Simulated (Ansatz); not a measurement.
# V (Fm-3m) in Ansatz: further runs

Aim: see how the results for V move with the level of theory and the settings. Levels: RPBE+U, revPBE+D3(BJ)-ATM. Tasks: single point, Wannier functions, density of states.

Everything below comes from runs of Ansatz 0.2.0. Logs are shortened: lines on timing, memory, paths and dates and some standing lists are left out, and cuts for length are marked.

**1. The structure**

Symmetry: Fm-3m, No. 225, cubic system. The conventional cell has a = 3.790 Å, b = 3.790 Å, c = 3.790 Å, α = 90.00°, β = 90.00°, γ = 90.00°. Around V (site symmetry m-3m) lie 12 V at 2.68 Å.

This isn't the form of V at room conditions, which is bcc.

**2. Single point, RPBE+U, collinear spin, ferromagnetic start, 13.61 Å³/atom**

input.yaml reads:

```yaml
crystal:
  lattice:
    - [0.0, 1.895, 1.895]
    - [1.895, 0.0, 1.895]
    - [1.895, 1.895, 0.0]
  atoms:
    - { symbol: V, position: [0.0, 0.0, 0.0], spin: 2.0 }
hamiltonian:
  xc: rpbe
  pseudopotentials: { kind: paw }
  hubbard: { sites: [{ species: V, l: d, u_eff: 7.0 }] }
magnetization:
  spin_polarized: true
kpoints:
  mp_grid: { grid: [12, 12, 12] }
scf:
  occupations: { method: cold, width: 0.1 }
output:
  forces: true
  stress: true
  eigenvalues: true
  write_density: true
  write_potential: true
  elf: true
  volumetric_format: npy
```

Potentials or basis: Ansatz PAW.

Run with:

```
$ ansatz run input.yaml --threads 1 --pin off --max-ram 2560MiB --backend cpu --events-out ev --progress --plain --runs-dir out
```

Output:

```text
Warning: RAYON_NUM_THREADS=1 ignored (pool sized by the plan → 1); use --threads N
V: projections on atomic orbitals take those of the free atom [Ne] 3s2 3p6 3d3 4s2, of charge +0.00 (hamiltonian.pseudopotentials.projection_atoms); the dataset's partial waves leave at most 5.8e-7 of an orbital's norm unspanned inside its sphere
Engine: ansatz 0.2.0, x86_64-unknown-linux-gnu
Pseudopotentials: kind: paw
Pseudopotential: V, paw, valence charge 13, recommended cutoff 420 eV (normal), V.paw.azcp
Functional definition: RPBE
  parameter kappa = 0.804
  parameter beta = 0.06672455060314922
  exchange = rpbe_x(kappa = kappa, mu = beta*pi^2/3)
  correlation = pbe_c(beta = beta)
Crystal: 1 atoms, lattice volume = 13.610 Å³
Basis set: ecut = 420 eV, 283 PW (Γ), exchange–correlation on 36×36×36 points (8 copies of the dense FFT grid, shifted against one another)
Bands: 12, of which v1, the nominal top of the filled ones, is band 7 counted from 1 (6 counted from 0)
Symmetry: 48 space group operations
Space group: Fm-3m (ITA 225), of the structure as read, at distance tolerance 2.4e-5 Å
Magnetic group: BNS 225.116 (UNI 1618), of the structure as read, at distance tolerance 2.4e-5 Å
k-points: 72 of 1728
Non-local potential: V, projectors of the file, l = 0: 3, l = 1: 2, l = 2: 3, l = 3: 1
PAW form: soft (Blöchl's): semilocal exchange-correlation on the pseudo side does not see the compensation charge
PAW frozen core: V, regenerated for the run's functional, and the local potential with it (the file was generated under x = pbe(κ = 0.804, μ = 0.2195149727645171), c = pbe(β = 0.06672455060314922))
PAW one-centre angular grid: V, 590 points (default); XC on 64 Gauss nodes
Initial density: superposition of atomic densities (chi_scale 0.1, normalization cell)
Starting moments: Σ|m| = 2 μB on 1 of 1 site
Initial wavefunctions: pseudopotential atomic-orbital guess
Functional: x = rpbe, c = pbe(β = 0.06672455060314922)
iter 1 solved again at ethr=2.69e-3 eV; its pass at ethr=3.10e-3 eV (dr2=3.50e-1 eV) is discarded
SCF iter   1: F=—  HF=-2909.092361 eV  |F-HF|=—  |Δ(HF+E_count)|=         —  Δρ=5.16e-2 (↑2.72e-2 ↓5.16e-2)  dr2=3.50e-1  dr2_m=1.31e-1  M=2.670 μB ∫|m|=2.670 μB  β_m=1.00  ethr=2.69e-3  ⟨swp⟩=1.0  Hψ=11118  notcnv=0
preconditioner: auto → none  [metal: Δε(μ)=0.043 eV  Ē_g=9.300 eV  σ=0.100 eV  W_gap=0.24  n_scr=0 (ndim 8)  ℏωp=22.5 eV  f_vac=0.000  D(μ)=1.89/eV (n_scr^D=26)]
SCF iter   2: F=—  HF=-2909.428824 eV  |F-HF|=—  |Δ(HF+E_count)|=   3.36e-1  Δρ=3.90e-2 (↑3.90e-2 ↓2.75e-2)  dr2=1.92e-2  dr2_m=1.31e-1  M=3.129 μB ∫|m|=3.129 μB  β_m=1.00  ethr=2.69e-3  ⟨swp⟩=2.8  Hψ=3225  notcnv=0
SCF iter   3: F=—  HF=-2909.719943 eV  |F-HF|=—  |Δ(HF+E_count)|=   2.91e-1  Δρ=2.35e-2 (↑2.35e-2 ↓8.23e-3)  dr2=3.91e-2  dr2_m=2.35e-2  M=3.330 μB ∫|m|=3.330 μB  β_m=1.00  ethr=1.48e-4  ⟨swp⟩=2.4  Hψ=3360  notcnv=0  defer=4
SCF iter   4: F=—  HF=-2909.924131 eV  |F-HF|=—  |Δ(HF+E_count)|=   2.04e-1  Δρ=1.27e-2 (↑1.27e-2 ↓8.02e-3)  dr2=4.29e-3  dr2_m=1.18e-2  M=3.516 μB ∫|m|=3.516 μB  β_m=0.30  ethr=1.48e-4  ⟨swp⟩=2.0  Hψ=3477  notcnv=0  defer=4
Mixer restart at iter 4: flushing history
spin-set hold released at iteration 4 (site moments contracting): the magnetisation degrees of freedom join the quasi-Newton model from the next iteration; the mixer history was flushed
SCF iter   5: F=—  HF=-2911.210284 eV  |F-HF|=—  |Δ(HF+E_count)|=         —  Δρ=3.73e-2 (↑3.73e-2 ↓1.16e-2)  dr2=2.50e-2  dr2_m=6.00e-2  M=3.610 μB ∫|m|=3.610 μB  β_m=1.00  ethr=3.30e-5  ⟨swp⟩=1.8  Hψ=2199  notcnv=0  defer=2
Mixer restart at iter 5: flushing history
SCF iter   6: F=—  HF=-2910.521357 eV  |F-HF|=—  |Δ(HF+E_count)|=   6.89e-1  Δρ=2.49e-2 (↑2.49e-2 ↓7.65e-3)  dr2=7.02e-2  dr2_m=2.43e-2  M=3.797 μB ∫|m|=3.797 μB  β_m=0.30  ethr=3.85e-4  ⟨swp⟩=3.0  Hψ=3725  notcnv=0  defer=2
SCF iter   7: F=—  HF=-2910.520494 eV  |F-HF|=—  |Δ(HF+E_count)|=   8.63e-4  Δρ=1.12e-2 (↑1.12e-2 ↓6.07e-3)  dr2=1.04e-2  dr2_m=7.15e-3  M=3.796 μB ∫|m|=3.796 μB  β_m=0.43  ethr=3.85e-4  ⟨swp⟩=2.6  Hψ=3348  notcnv=0  defer=3
SCF iter   8: F=—  HF=-2910.536292 eV  |F-HF|=—  |Δ(HF+E_count)|=   1.58e-2  Δρ=7.69e-3 (↑7.69e-3 ↓4.49e-3)  dr2=3.77e-3  dr2_m=3.82e-3  M=3.849 μB ∫|m|=3.849 μB  β_m=0.38  ethr=8.03e-5  ⟨swp⟩=2.1  Hψ=2497  notcnv=0  defer=3
Mixer restart at iter 8: flushing history
SCF iter   9: F=—  HF=-2916.350004 eV  |F-HF|=—  |Δ(HF+E_count)|=         —  Δρ=1.17e-1 (↑1.17e-1 ↓3.93e-2)  dr2=2.71e-1  dr2_m=6.44e-1  M=3.006 μB ∫|m|=3.006 μB  β_m=1.00  ethr=2.90e-5  ⟨swp⟩=2.1  Hψ=3438  notcnv=0  defer=3
Mixer restart at iter 9: flushing history
SCF iter  10: F=—  HF=-2910.777799 eV  |F-HF|=—  |Δ(HF+E_count)|=    5.57e0  Δρ=1.55e-2 (↑1.55e-2 ↓6.42e-3)  dr2=2.99e-2  dr2_m=5.86e-3  M=3.002 μB ∫|m|=3.003 μB  β_m=0.70  ethr=3.85e-4  ⟨swp⟩=2.4  Hψ=4123  notcnv=0  defer=4
SCF iter  11: F=—  HF=-2910.775477 eV  |F-HF|=—  |Δ(HF+E_count)|=   2.32e-3  Δρ=7.58e-3 (↑7.58e-3 ↓4.94e-3)  dr2=1.50e-2  dr2_m=6.35e-4  M=3.000 μB ∫|m|=3.003 μB  β_m=0.58  ethr=2.30e-4  ⟨swp⟩=2.1  Hψ=4015  notcnv=0  defer=8
[...]
SCF 1 converged in 21 iterations: F = -2910.771058 eV  dr2 = 1.06e-10
[...]
Initial density: read from a saved state, or passed on in memory by an earlier SCF of this step, an earlier step, the calling program or the single point that the run made first
Starting moments: Σ|m| = 2 μB on 1 of 1 site; this step starts from the density that it was given
Initial wavefunctions: those read from a saved state, or passed on in memory by an earlier step or the calling program
iter 1 solved again at ethr=1.14e-8 eV; its pass at ethr=3.10e-3 eV (dr2=1.48e-6 eV) is discarded
SCF iter   1: F=—  HF=-2910.772858 eV  |F-HF|=—  |Δ(HF+E_count)|=         —  Δρ=1.12e-4 (↑9.52e-5 ↓1.12e-4)  dr2=1.48e-6  dr2_m=1.02e-6  M=3.002 μB ∫|m|=3.007 μB  β_m=0.30  ethr=1.14e-8  ⟨swp⟩=1.0  Hψ=9518  notcnv=0
preconditioner: auto → none  [metal: Δε(μ)=0.330 eV  Ē_g=11.340 eV  σ=0.100 eV  W_gap=0.47  n_scr=0 (ndim 8)  ℏωp=22.5 eV  f_vac=0.000  D(μ)=0.10/eV (n_scr^D=0)]
SCF iter   2: F=-2910.772863 eV  HF=-2910.772860 eV  |F-HF|=2.56e-6  |Δ(HF+E_count)|=   2.06e-6  Δρ=8.62e-5 (↑5.72e-5 ↓8.62e-5)  dr2=5.49e-7  dr2_m=5.37e-7  M=3.002 μB ∫|m|=3.007 μB  ethr=1.14e-8  ⟨swp⟩=2.0  Hψ=2911  notcnv=0
SCF 2 converged in 2 iterations: F = -2910.772863 eV  dr2 = 5.49e-7
iter 1 solved again at ethr=4.20e-9 eV; its pass at ethr=7.69e-6 eV (dr2=5.46e-7 eV) is discarded
SCF iter   1: F=—  HF=-2910.772860 eV  |F-HF|=—  |Δ(HF+E_count)|=         —  Δρ=8.67e-5 (↑5.65e-5 ↓8.67e-5)  dr2=5.46e-7  dr2_m=5.36e-7  M=3.002 μB ∫|m|=3.007 μB  ethr=4.20e-9  ⟨swp⟩=1.0  Hψ=11822  notcnv=0
SCF iter   2: F=—  HF=-2910.472877 eV  |F-HF|=—  |Δ(HF+E_count)|=   3.00e-1  Δρ=1.73e-2 (↑1.73e-2 ↓1.01e-2)  dr2=2.54e-2  dr2_m=1.70e-2  M=3.675 μB ∫|m|=3.675 μB  ethr=7.69e-6  ⟨swp⟩=1.0  Hψ=11604  notcnv=0
SCF iter   3: F=—  HF=-2910.563954 eV  |F-HF|=—  |Δ(HF+E_count)|=   9.11e-2  Δρ=2.92e-3 (↑2.92e-3 ↓2.51e-3)  dr2=1.13e-3  dr2_m=1.50e-4  M=3.912 μB ∫|m|=3.912 μB  ethr=2.17e-5  ⟨swp⟩=1.0  Hψ=5640  notcnv=0
an SCF towards Hund's moment on open shells that bore less, with the run's symmetry operations kept, reached no lower state that the run goes on to. This is no proof of a minimum
iter 1 solved again at ethr=4.20e-9 eV; its pass at ethr=7.69e-6 eV (dr2=5.46e-7 eV) is discarded
SCF iter   1: F=—  HF=-2910.772860 eV  |F-HF|=—  |Δ(HF+E_count)|=         —  Δρ=8.67e-5 (↑5.65e-5 ↓8.67e-5)  dr2=5.46e-7  dr2_m=5.36e-7  M=3.002 μB ∫|m|=3.007 μB  ethr=4.20e-9  ⟨swp⟩=1.0  Hψ=11822  notcnv=0
SCF iter   2: F=—  HF=-2910.518674 eV  |F-HF|=—  |Δ(HF+E_count)|=   2.54e-1  Δρ=1.27e-2 (↑1.27e-2 ↓6.71e-3)  dr2=2.37e-2  dr2_m=3.74e-3  M=3.711 μB ∫|m|=3.711 μB  ethr=7.69e-6  ⟨swp⟩=1.0  Hψ=11640  notcnv=0
SCF iter   3: F=—  HF=-2910.564972 eV  |F-HF|=—  |Δ(HF+E_count)|=   4.63e-2  Δρ=7.40e-4 (↑7.40e-4 ↓4.15e-4)  dr2=3.50e-5  dr2_m=2.80e-5  M=3.945 μB ∫|m|=3.945 μB  ethr=2.08e-5  ⟨swp⟩=1.0  Hψ=5554  notcnv=0
an SCF towards Hund's moment on open shells that bore less, with the run's symmetry operations kept, reached no lower state that the run goes on to. This is no proof of a minimum
this state was not tested for a lower state beside it, because cold or Methfessel-Paxton smearing, or corrected tetrahedra, fill the levels in a way that the test cannot read (fill_not_monotonic; see scf.lower_state_search)
SCF converged after 21 iterations
an eigenvalue changed by more than its tolerance at an iteration that met the thresholds in force, so the SCF went on 1 time: the last check found none over its tolerance
Magnetization: 3.0007 μB (8.0003 up, 4.9997 down)
Absolute magnetization: 3.0057 μB (∫|ρ↑−ρ↓|, with the PAW one-centre terms)
Spin contamination: 0.0091 ħ² per cell (⟨S²⟩ above its minimum at these occupations)
Per-site moments (μB) at R_I (Å): [(2.6187456219919194, 1.1054730640375188)]
Free energy (F): -2910.771058 eV
Harris-Foulkes:  -2910.771058 eV  (|F-HF|=1.75e-9)
Internal energy: -2910.770554 eV  (E = F + TS)
E sigma→0 (E₀):  -2910.770890 eV
Entropy (-TS):   -0.000504 eV (-0.504 meV/atom)
Fermi energy:    18.404782 eV
Step filling:    the computed levels leave a gap of 0.0317 eV = 0.3 smearing widths at the electron count; against every level under it full and every level over it empty, smearing changes F+E_penalty+E_count by -0.276 meV and its σ→0 estimate by -0.108 meV
--- Per-component energies (eV) ---
  E_band       = -138.064308
  E_kinetic    = 340.151399
  E_local      = -918.221335  (includes V_loc(G=0)·N_el)
  E_nonlocal   = -38.930334
  E_hartree    = 427.964989
  E_xc         = -130.802859
  E_vxc        = -165.455311  (∫ρ·V_xc dr)
  E_hubbard    = 3.177430  (on-site DFT+U / exact-exchange correction)
  E_vhub       = -7.281935  (the Hubbard potential's part of the band-sum identity)
  E_paw        = -1122.099728  (= ΣΔE_a)
  E_vpaw       = -204.256777  (= ΣTr[D̂ρ^β])
  E_aug_tail   = 0.000264  (compensation charges beyond the density's cutoff)
  E_ewald      = -1471.958528
  E_core_change = -0.051851  (= ΣΔE_core)
  E_smearing   = -0.000504  (= −TS)
  E_closure    = 0.000000  (closes the sum)
  Σ components = -2910.771058   (vs F -2910.771058, Δ=0.00e0)
--- Forces (eV/Å), atoms counted from 1 ---
  atom   1  V     -0.00000000     0.00000000     0.00000000
  max |Σ_I F_I| component: 1.36e-31 eV/Å
--- Stress (GPa, compression-positive) ---
       80.166961      -0.000000       0.000000
        0.000000      80.166961       0.000000
        0.000000      -0.000000      80.166961
  P = ⅓ Tr σ = 80.1670 GPa (801.670 kbar)
--- Band table (eV; the first three rows and the last of 144) ---
  k-point 0 ↑: bands = ["-47.1601", "-20.4816", "-20.4816", "-20.4816", "9.2633", "13.2393", "13.2393", "13.2393", "20.6975", "20.6975", "33.4626", "39.4919"]
  k-point 1 ↑: bands = ["-47.1480", "-20.5472", "-20.4899", "-20.4899", "9.5222", "13.0999", "13.3381", "13.3381", "20.6341", "20.6341", "33.6503", "37.6065"]
  k-point 2 ↑: bands = ["-47.1176", "-20.7239", "-20.5125", "-20.5125", "10.1587", "12.8708", "13.6055", "13.6055", "20.4894", "20.4894", "33.4690", "35.2925"]
  k-point 71 ↓: bands = ["-44.4094", "-18.5635", "-18.5635", "-18.3153", "17.4217", "20.9448", "20.9448", "22.1355", "26.5320", "28.5534", "28.5534", "29.7573"]
Occupation matrices written to <dir>
```

Run time: 12 s. Hardware: 1 thread of Intel Xeon Platinum 8375C at 2.90GHz (Ice Lake), shared host; peak memory 0.44 GiB.

Results:

```yaml
Free_energy: -2910.7711 eV
Pressure: 80.2 GPa
Band_gap_on_the_k_mesh: 0.03 eV, indirect (least direct gap 0.04 eV)
Net_moment: 3.00 μB per cell
Absolute_moment: 3.01 μB per cell
Site_moments: V +2.62 μB
```

Caveat: the magnetic or orbital state may not be the lowest; a pressure of tens of GPa on the cell as given is suspect, and the run, the potentials or the cell itself is likely at fault; the PAW data sets come from PBE, with cores solved anew for the run's functional, which leaves a small shift of forces and pressure; the U is typed as a test and isn't derived for this compound.

[end of part 1 of 2]
